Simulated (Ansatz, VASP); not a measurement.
CdS: VASP beside Ansatz

```
CELL_PARAMETERS angstrom
0.00000 2.94295 2.85466
2.94295 0.00000 2.85466
2.94295 2.94295 0.00000
ATOMIC_POSITIONS crystal
Cd 0.00000 0.00000 0.00000
S 0.75000 0.75000 0.75000
```

Change from the starting cell: zz strain of -3 %.

Alike in both runs: task single point; functional PBE; k mesh 7 × 7 × 7; occupations fermi-dirac, width 0.02 eV; no spin polarisation.

|  | VASP | Ansatz |
| --- | --- | --- |
| version | VASP 6.6.1 | Ansatz 0.2.0 |
| potentials or method | VASP PAW PBE potentials, release 64 (Cd, S), cutoff 520 eV | all-electron LAPW, scalar-relativistic |

```tsv
	VASP	Ansatz	Ansatz less VASP
gap on the k mesh at the Fermi level (eV)	1.10	1.09	-0.005
pressure (GPa)	3.4	3.1	-0.33
largest component of the traceless stress (GPa)	0.30	0.31	+0.007
```

Ansatz ran all-electron here, so the differences hold the error of VASP's frozen core and of both bases.
